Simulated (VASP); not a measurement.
# CoSi (P2_13) in VASP: density of states with PBE

Aim: the density of states of CoSi with PBE.

All numbers are computed with VASP 6.6.1; they aren't measurements. Logs are shortened: lines on timing, memory, paths and dates and some standing lists are left out, and cuts for length are marked.

## Step 1: Starting point

The structure is cubic, space group P2_13 (No. 198). The conventional cell has a = 4.430 Å, b = 4.430 Å, c = 4.430 Å, α = 90.00°, β = 90.00°, γ = 90.00°. Around Co (site symmetry 3) lie 7 Si at 2.32 to 2.43 Å. Si (site symmetry 3) has 7 Co at 2.32 to 2.43 Å as nearest neighbours.

The cell was built by a generator and needn't be a form met in nature.

## Step 2: Density of states, PBE, collinear spin, ferromagnetic start

POSCAR

```
CoSi
1.0
    4.4299500000      0.0000000000      0.0000000000
    0.0000000000      4.4299500000      0.0000000000
    0.0000000000      0.0000000000      4.4299500000
Co Si
4 4
Direct
    0.1450510000      0.1450510000      0.1450510000
    0.6450510000      0.3549490000      0.8549490000
    0.8549490000      0.6450510000      0.3549490000
    0.3549490000      0.8549490000      0.6450510000
    0.8432420000      0.8432420000      0.8432420000
    0.3432420000      0.6567580000      0.1567580000
    0.1567580000      0.3432420000      0.6567580000
    0.6567580000      0.1567580000      0.3432420000
```

INCAR.step1

```
SYSTEM = CoSi
PREC = Accurate
ENCUT = 520
EDIFF = 1E-7
ISMEAR = 0
SIGMA = 0.1
LREAL = .FALSE.
LASPH = .TRUE.
NELM = 120
ALGO = Fast
ISIF = 2
LWAVE = .FALSE.
LCHARG = .TRUE.
ISPIN = 2
MAGMOM = 2 2 2 2 0 0 0 0
LMAXMIX = 4
GGA = PE
KPAR = 8
```

KPOINTS.step1

```
Automatic mesh
0
G
  8 8 8
  0 0 0
```

INCAR.step2

```
SYSTEM = CoSi
PREC = Accurate
ENCUT = 520
EDIFF = 1E-7
ISMEAR = -5
SIGMA = 0.1
LREAL = .FALSE.
LASPH = .TRUE.
NELM = 120
ALGO = Fast
ISIF = 2
LWAVE = .FALSE.
LCHARG = .FALSE.
ISPIN = 2
MAGMOM = 2 2 2 2 0 0 0 0
LORBIT = 10
LMAXMIX = 4
GGA = PE
KPAR = 8
NEDOS = 2001
ICHARG = 11
```

KPOINTS.step2

```
Automatic mesh
0
G
  12 12 12
  0 0 0
```

Potentials or basis: VASP PAW PBE potentials, release 64 (Co, Si).

Started as:

```bash
$ cat potpaw_PBE.64/Co/POTCAR potpaw_PBE.64/Si/POTCAR > POTCAR
$ cp INCAR.step1 INCAR
$ cp KPOINTS.step1 KPOINTS
$ mpirun -np 8 vasp_std > vasp.out
$ cp INCAR.step2 INCAR
$ cp KPOINTS.step2 KPOINTS
$ mpirun -np 8 vasp_std > vasp.out
```

OUTCAR:

```text
SYSTEM = CoSi
   PREC = Accurate
   ENCUT = 520
   EDIFF = 1E-7
   ISMEAR = -5
   LREAL = .FALSE.
   LASPH = .TRUE.
   NELM = 120
   ISIF = 2
   ISPIN = 2
   LORBIT = 10
   GGA = PE
   ICHARG = 11

 ion  position               nearest neighbor table
   1  0.145  0.145  0.145-   5 2.32   6 2.34   7 2.34   8 2.34   6 2.43   7 2.43   8 2.43   3 2.72
                             4 2.72   2 2.72   4 2.72   3 2.72   2 2.72
   2  0.645  0.355  0.855-   6 2.32   8 2.34   7 2.34   5 2.34   5 2.43   8 2.43   7 2.43   1 2.72
                             3 2.72   3 2.72   4 2.72   4 2.72   1 2.72
   3  0.855  0.645  0.355-   7 2.32   6 2.34   8 2.34   5 2.34   5 2.43   6 2.43   8 2.43   1 2.72
                             2 2.72   2 2.72   1 2.72   4 2.72   4 2.72
   4  0.355  0.855  0.645-   8 2.32   7 2.34   6 2.34   5 2.34   5 2.43   7 2.43   6 2.43   1 2.72
                             1 2.72   2 2.72   2 2.72   3 2.72   3 2.72
   5  0.843  0.843  0.843-   1 2.32   2 2.34   3 2.34   4 2.34   2 2.43   3 2.43   4 2.43   6 2.74
                             7 2.74   8 2.74   8 2.74   7 2.74   6 2.74
   6  0.343  0.657  0.157-   2 2.32   3 2.34   4 2.34   1 2.34   1 2.43   3 2.43   4 2.43   7 2.74
                             8 2.74   5 2.74   8 2.74   7 2.74   5 2.74
   7  0.157  0.343  0.657-   3 2.32   4 2.34   2 2.34   1 2.34   1 2.43   4 2.43   2 2.43   6 2.74
                             8 2.74   5 2.74   8 2.74   6 2.74   5 2.74
   8  0.657  0.157  0.343-   4 2.32   2 2.34   3 2.34   1 2.34   1 2.43   2 2.43   3 2.43   6 2.74
                             7 2.74   5 2.74   6 2.74   7 2.74   5 2.74

  LATTYP: Found a simple cubic cell.
 ALAT       =     4.4299500000

  Lattice vectors:

 A1 = (   4.4299500000,   0.0000000000,   0.0000000000)
 A2 = (   0.0000000000,   4.4299500000,   0.0000000000)
 A3 = (   0.0000000000,   0.0000000000,   4.4299500000)

Analysis of symmetry for initial positions (statically):
=====================================================================
 Subroutine PRICEL returns:
 Original cell was already a primitive cell.

 Routine SETGRP: Setting up the symmetry group for a
 simple cubic supercell.

 Subroutine GETGRP returns: Found 12 space group operations
 (whereof  3 operations were pure point group operations)
 out of a pool of 48 trial point group operations.

The static configuration has the point symmetry C_3 .
 The point group associated with its full space group is T   .

Analysis of symmetry for dynamics (positions and initial velocities):
=====================================================================
 Subroutine PRICEL returns:
 Original cell was already a primitive cell.

 Routine SETGRP: Setting up the symmetry group for a
 simple cubic supercell.

 Subroutine GETGRP returns: Found 12 space group operations
 (whereof  3 operations were pure point group operations)
 out of a pool of 48 trial point group operations.

The dynamic configuration has the point symmetry C_3 .
 The point group associated with its full space group is T   .

Analysis of structural, dynamic, and magnetic symmetry:
=====================================================================
 Subroutine PRICEL returns:
 Original cell was already a primitive cell.

 Routine SETGRP: Setting up the symmetry group for a
 simple cubic supercell.

 Subroutine GETGRP returns: Found 12 space group operations
 (whereof  3 operations were pure point group operations)
 out of a pool of 48 trial point group operations.

The overall configuration has the point symmetry C_3 .
 The point group associated with its full space group is T   .

 Subroutine INISYM returns: Found 12 space group operations
 (whereof  3 operations are pure point group operations),
 and found     1 'primitive' translations

----------------------------------------------------------------------------------------

                                     Primitive cell

  volume of cell :      86.9354

  direct lattice vectors                    reciprocal lattice vectors
     4.429950000  0.000000000  0.000000000     0.225736182  0.000000000  0.000000000
     0.000000000  4.429950000  0.000000000     0.000000000  0.225736182  0.000000000
     0.000000000  0.000000000  4.429950000     0.000000000  0.000000000  0.225736182

  length of vectors
     4.429950000  4.429950000  4.429950000     0.225736182  0.225736182  0.225736182

  position of ions in fractional coordinates (direct lattice)
[... 84 lines left out ...]
   PREC   = accura    normal or accurate (medium, high low for compatibility)
   ISTART =      0    job   : 0-new  1-cont  2-samecut
   ICHARG =     11    charge: 1-file 2-atom 10-const
   ISPIN  =      2    spin polarized calculation?
   LNONCOLLINEAR =      F non collinear calculations
   LSORBIT =      F    spin-orbit coupling
   LASPH  =      T    aspherical Exc in radial PAW
   ENCUT  =  520.0 eV  38.22 Ry    6.18 a.u.   8.24  8.24  8.24*2*pi/ulx,y,z
   NELM   =    120;   NELMIN=  2; NELMDL=  0     # of ELM steps
   EDIFF  = 0.1E-06   stopping-criterion for ELM
   LREAL  =      F    real-space projection
   EDIFFG = 0.1E-05   stopping-criterion for IOM
   NSW    =      0    number of steps for IOM
   IBRION =     -1    ionic relax: 0-MD 1-quasi-New 2-CG
   NFREE  =      0    steps in history (QN), initial steepest desc. (CG)
   ISIF   =      2    stress and relaxation
   ISYM   =      2    0-nonsym 1-usesym 2-fastsym
   POTIM  = 0.5000    time-step for ionic-motion
   TEBEG  =    0.0;   TEEND  =   0.0 temperature during run
   PSTRESS=    0.0 pullay stress
   NELECT =      52.0000    total number of electrons
   NUPDOWN=      -1.0000    fix difference up-down
   EMIN   =  10.00;   EMAX   =-10.00  energy-range for DOS
   EFERMI =   0.00;   METHOD = LEGACY
   ISMEAR =    -5;   SIGMA  =   0.10  broadening in eV -4-tet -1-fermi 0-gaus
   EFERMI_NEDOS =   21; number of points for ismear=-14 and -15
   IALGO  =     68    algorithm
   IMIX   =      4    mixing-type and parameters
     AMIX     =   0.40;   BMIX     =  1.00
     AMIX_MAG =   1.60;   BMIX_MAG =  1.00
  volume/ion in A,a.u.               =      10.87        73.33
  Fermi-wavevector in a.u.,A,eV,Ry     =   1.379358  2.606609 25.886847  1.902630
  Thomas-Fermi vector in A             =   2.504335
   LORBIT       =     10    0 simple, 1 ext, 2 COOP (PROOUT), +10 PAW based schemes
   GGA     = PE    functional components
   LHFCALC =     F    Hartree Fock is set to
   AEXX    =    0.0000 exact exchange contribution
   IVDW    =     0    specifies the selected vdW correction
   LEPSILON=     F    determine dielectric tensor
   LRPA    =     F    only Hartree local field effects (RPA)
 spin polarized calculation
 RMM-DIIS sequential band-by-band and
 Fermi weights with tetrahedron method with Bloechl corrections
  energy-cutoff  :      520.00
  volume of cell :       86.94
 maximum number of plane-waves:      2364
 NGX is ok and might be reduce to    36

 number of electron      52.0000003 magnetization       0.0000013

 Free energy of the ion-electron system (eV)
  ---------------------------------------------------
  ext. energy  EPLUGINS =         0.00000000
  ---------------------------------------------------
  free energy    TOTEN  =       -54.74799164 eV

  energy without entropy =      -54.74799164  energy(sigma->0) =      -54.74799164

 E-fermi :  12.0913     XC(G=0): -12.8700

 val. band max:       12.1081788255   @ k =   0.0000   0.0000   0.0000
 cond. band min:      12.1019412442   @ k =   0.0833   0.0833   0.0000
 fundamental gap:     -0.0062375813
 Fermi energy:        12.0913498908

 spin component 1

 k-point     1 :       0.0000    0.0000    0.0000
  band No.  band energies     occupation
      1      -1.5602      1.00000
      2       3.9360      1.00000
      3       3.9360      1.00000
      4       3.9360      1.00000
      5       6.6370      1.00000
      6       6.6370      1.00000
[... 901 lines left out ...]
     34      16.0120      0.00000
     35      16.5019      0.00000

 [... further k-points ...]

 spin component 2

 k-point     1 :       0.0000    0.0000    0.0000
  band No.  band energies     occupation
      1      -1.5602      1.00000
      2       3.9360      1.00000
      3       3.9360      1.00000
      4       3.9360      1.00000
      5       6.6370      1.00000
      6       6.6370      1.00000
[... 901 lines left out ...]
     34      16.0120      0.00000
     35      16.5019      0.00000

 [... further k-points ...]

------------------------ aborting loop because EDIFF is reached ----------------------------------------

  FORCE on cell =-STRESS in cart. coord.  units (eV):
  Direction    XX          YY          ZZ          XY          YZ          ZX
  --------------------------------------------------------------------------------------
  -------------------------------------------------------------------------------------
  Total       -0.0919527     -0.0919527     -0.0919527      0.0000000      0.0000000      0.0000000
  in kB       -1.6946441     -1.6946441     -1.6946441      0.0000000      0.0000000      0.0000000
  external PRESSURE =      -1.6946441 kB  Pullay stress =       0.0000000 kB

 VOLUME and BASIS-vectors are now :
 -----------------------------------------------------------------------------
  energy-cutoff  :      520.00
  volume of cell :       86.94
      direct lattice vectors                 reciprocal lattice vectors
     4.429950000  0.000000000  0.000000000     0.225736182  0.000000000  0.000000000
     0.000000000  4.429950000  0.000000000     0.000000000  0.225736182  0.000000000
     0.000000000  0.000000000  4.429950000     0.000000000  0.000000000  0.225736182

 POSITION                                       TOTAL-FORCE (eV/Angst)
 -----------------------------------------------------------------------------------
      0.64257      0.64257      0.64257         0.001687      0.001687      0.001687
      2.85754      1.57241      3.78738         0.001687     -0.001687     -0.001687
      3.78738      2.85754      1.57241        -0.001687      0.001687     -0.001687
      1.57241      3.78738      2.85754        -0.001687     -0.001687      0.001687
      3.73552      3.73552      3.73552        -0.001100     -0.001100     -0.001100
      1.52054      2.90941      0.69443        -0.001100      0.001100      0.001100
      0.69443      1.52054      2.90941         0.001100     -0.001100      0.001100
      2.90941      0.69443      1.52054         0.001100      0.001100     -0.001100
 -----------------------------------------------------------------------------------
    total drift:                               -0.000000      0.000000      0.000000

  FREE ENERGIE OF THE ION-ELECTRON SYSTEM (eV)
  ---------------------------------------------------
  free  energy   TOTEN  =       -54.7479916381 eV

  energy  without entropy=      -54.7479916381  energy(sigma->0) =      -54.74799164

 total charge

# of ion       s       p       d       tot
------------------------------------------
    1        0.437   0.618   7.565   8.620
    2        0.437   0.618   7.565   8.620
    3        0.437   0.618   7.565   8.620
    4        0.437   0.618   7.565   8.620
    5        0.725   0.884   0.000   1.609
    6        0.725   0.884   0.000   1.609
    7        0.725   0.884   0.000   1.609
    8        0.725   0.884   0.000   1.609
--------------------------------------------------
tot          4.646   6.008  30.260  40.914

 magnetization (x)

# of ion       s       p       d       tot
------------------------------------------
    1       -0.000   0.000  -0.000  -0.000
    2       -0.000   0.000  -0.000  -0.000
    3       -0.000   0.000  -0.000  -0.000
    4       -0.000   0.000  -0.000  -0.000
    5        0.000   0.000   0.000   0.000
    6        0.000   0.000   0.000   0.000
    7        0.000   0.000   0.000   0.000
    8        0.000   0.000   0.000   0.000
--------------------------------------------------
tot         -0.000   0.000  -0.000  -0.000
```

Run time: 2.2 min. Hardware: 8 MPI ranks of Intel Xeon Platinum 8488C (Sapphire Rapids), shared host; peak memory 0.59 GiB.

Results:

| Quantity | Value |
| --- | --- |
| Net moment | 0.00 μB per cell |
| Valence electrons inside the program's atomic spheres | Co 8.62; Si 1.61 |

Levels at points of the mesh, in eV from the Fermi level:
Spin up:
```
           k point  band 23  band 24  band 25  band 26  band 27  band 28  band 29  band 30
(0.00, 0.00, 0.00)    -0.75    -0.75     0.02     0.02     0.02     2.52     2.52     2.52
(0.50, 0.00, 0.00)    -0.62    -0.62    -0.46    -0.46     1.03     1.03     1.51     1.51
(0.50, 0.50, 0.00)    -0.97    -0.97    -0.01    -0.01     0.61     0.61     2.03     2.03
(0.50, 0.50, 0.50)    -1.19    -1.19    -0.20    -0.20    -0.20    -0.20     5.43     5.43
```
Spin down:
| k point | band 22 | band 23 | band 24 | band 25 | band 26 | band 27 | band 28 | band 29 | band 30 | band 31 |
| --- | --- | --- | --- | --- | --- | --- | --- | --- | --- | --- |
| (0.00, 0.00, 0.00) | -0.88 | -0.75 | -0.75 | 0.02 | 0.02 | 0.02 | 2.52 | 2.52 | 2.52 | 2.94 |
| (0.50, 0.00, 0.00) | -1.01 | -0.62 | -0.62 | -0.46 | -0.46 | 1.03 | 1.03 | 1.51 | 1.51 | 4.30 |
| (0.50, 0.50, 0.00) | -1.46 | -0.97 | -0.97 | -0.01 | -0.01 | 0.61 | 0.61 | 2.03 | 2.03 | 2.53 |
| (0.50, 0.50, 0.50) | -1.19 | -1.19 | -1.19 | -0.20 | -0.20 | -0.20 | -0.20 | 5.43 | 5.43 | 5.43 |

States per cell in windows of 1 eV (zero at the Fermi level; states under -8 eV left out):
| from (eV) | up | down | Co1_d_down | Co2_d_down | Co3_d_down | Co4_d_down | Co1_d_up | Co2_d_up |
| --- | --- | --- | --- | --- | --- | --- | --- | --- |
| -8.0 | 0.78 | 0.78 | 0.03 | 0.03 | 0.03 | 0.03 | 0.03 | 0.03 |
| -7.0 | 0.99 | 0.99 | 0.04 | 0.04 | 0.04 | 0.04 | 0.04 | 0.04 |
| -6.0 | 1.26 | 1.26 | 0.08 | 0.08 | 0.08 | 0.08 | 0.08 | 0.08 |
| -5.0 | 1.76 | 1.76 | 0.15 | 0.15 | 0.15 | 0.15 | 0.15 | 0.15 |
| -4.0 | 3.45 | 3.45 | 0.49 | 0.49 | 0.49 | 0.49 | 0.49 | 0.49 |
| -3.0 | 5.38 | 5.38 | 0.96 | 0.96 | 0.96 | 0.96 | 0.96 | 0.96 |
| -2.0 | 5.15 | 5.15 | 1.11 | 1.11 | 1.11 | 1.11 | 1.11 | 1.11 |
| -1.0 | 3.77 | 3.77 | 0.83 | 0.83 | 0.83 | 0.83 | 0.83 | 0.83 |
| 0.0 | 1.21 | 1.21 | 0.22 | 0.22 | 0.22 | 0.22 | 0.22 | 0.22 |
| 1.0 | 1.37 | 1.37 | 0.22 | 0.22 | 0.22 | 0.22 | 0.22 | 0.22 |
| 2.0 | 1.89 | 1.89 | 0.22 | 0.22 | 0.22 | 0.22 | 0.22 | 0.22 |
| 3.0 | 1.93 | 1.93 | 0.16 | 0.16 | 0.16 | 0.16 | 0.16 | 0.16 |
| 4.0 | 1.80 | 1.80 | 0.11 | 0.11 | 0.11 | 0.11 | 0.11 | 0.11 |
| 5.0 | 0.72 | 0.72 | 0.04 | 0.04 | 0.04 | 0.04 | 0.04 | 0.04 |
| 6.0 | 0.07 | 0.07 | 0.00 | 0.00 | 0.00 | 0.00 | 0.00 | 0.00 |

Caveat: the starting moments collapsed, and a magnetic state may lie lower; tetrahedron occupations give inexact forces and stress in metals.
